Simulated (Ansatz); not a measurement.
**CoSi2 under strain — quadrupolar parameters**

The cell is a COD entry, relaxed with PBE at fixed cell and then changed (z compressed by 1 %, ions relaxed).

```
Co Si
1.0
     0.00000    2.68250    2.65568
     2.68250    0.00000    2.65568
     2.68250    2.68250    0.00000
Co Si
1 2
Cartesian
  0.0000 0.0000 0.0000
  1.3413 1.3413 1.3278
  4.0237 4.0237 3.9835
```

Sites (sets of like atoms) are named by element and the number of their first atom in this list.

Method: Kohn–Sham DFT in Ansatz, PBE, plane waves and PAW, scalar-relativistic, collinear spin, 420 eV cutoff, Γ-centred 15×15×15 k-points, Fermi–Dirac smearing 0.05 eV. Start moments as typed (μB): 2 on each Co, none on the rest.

C_Q = eQV_zz/h, which is 24.18 MHz for Q = 1 b and V_zz = 10²¹ V/m²; η = (V_xx − V_yy)/V_zz.

⁵⁹Co: I = 7/2, Q = 420.0 mb. Quadrupole moments are those of Pyykkö's year-2017 table.

```json
{"site": "Co", "atoms (order as listed)": "1", "first shell": "8 Si at 2.32 Å", "V_zz (10²¹ V/m²)": "-0.004", "η": "0.00", "C_Q (MHz)": "-0.046"}
{"site": "Si", "atoms (order as listed)": "2, 3", "first shell": "4 Co at 2.32 Å, 6 Si at 2.66–2.68 Å", "V_zz (10²¹ V/m²)": "-0.018", "η": "0.00", "C_Q (MHz)": "–"}
```

An axis of threefold or higher order runs through Co and Si, so V_zz lies along it and η is zero.

Si has no stable isotope with a ground-state quadrupole moment in the table, so no C_Q is given.

With no gap above 0.1 eV, as in a metal, the gradients converge slowly in k; expect changes of a tenth or more on a denser mesh. The start moments die out, and the run ends without spin.

The relaxation (1 step) took 45 s of wall time (45 s of CPU time) and 0.74 GiB at its peak, on 1 thread of Intel Xeon Platinum 8259CL CPU @ 2.50GHz (Skylake/Cascade Lake) (x86_64; 16 cores open to the job, memory cap 3.0 GiB, no GPU), a shared host with a load of 0.7 a core.
